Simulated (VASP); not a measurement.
ZnO (zincite):

```xyz
4
Lattice="3.2493 0.0000 0.0000 -1.6247 2.8140 0.0000 0.0000 0.0000 5.2057" Properties=species:S:1:pos:R:3 pbc="T T T"
Zn    1.6247    0.9380    0.0000
Zn    0.0000    1.8760    2.6029
O     0.0000    1.8760    4.5759
O     1.6247    0.9380    1.9730
```

| Quantity | Value |
| --- | --- |
| Program | VASP 6.6.1 |
| Task | relaxation of cell and atoms |
| Functional | PBE |
| Potentials or basis | VASP PAW PBE potentials, release 64 (Zn, O) |
| Cutoff | 600 eV |
| k mesh | 9 × 9 × 5 |
| Occupations | fermi-dirac, width 0.05 eV |
| Spin | no spin polarisation |

At the start: pressure 5.7 GPa; volume 11.90 Å³/atom.

Q: Where does the relaxation end?

A: Over 7 steps the energy falls by 8.9 meV/atom and the volume is 12.39 Å³/atom (+4.2 %); space group P6_3mc (No. 186, to 0.05 Å).

Step by step:
```tsv
step	energy change (eV)	largest force (eV/Å)	pressure (GPa)	volume (Å³)
1	0.0000	0.0741	5.67	47.60
2	-0.0283	0.0276	-2.48	50.56
3	-0.0357	0.0030	0.00	49.61
4	-0.0356	0.0043	-0.18	49.65
5	-0.0357	0.0096	0.08	49.55
6	-0.0357	0.0089	0.09	49.57
7	-0.0357	0.0086	0.02	49.57
```

Final structure:
```yaml
crystal:
  lattice:
    - [3.28808, 0.00000, 0.00000]
    - [-1.64404, 2.84756, 0.00000]
    - [0.00000, 0.00000, 5.29464]
  atoms:
    - { symbol: Zn, position: [0.66667, 0.33333, 0.99955] }
    - { symbol: Zn, position: [0.33333, 0.66667, 0.49955] }
    - { symbol: O, position: [0.33333, 0.66667, 0.87947] }
    - { symbol: O, position: [0.66667, 0.33333, 0.37946] }
```
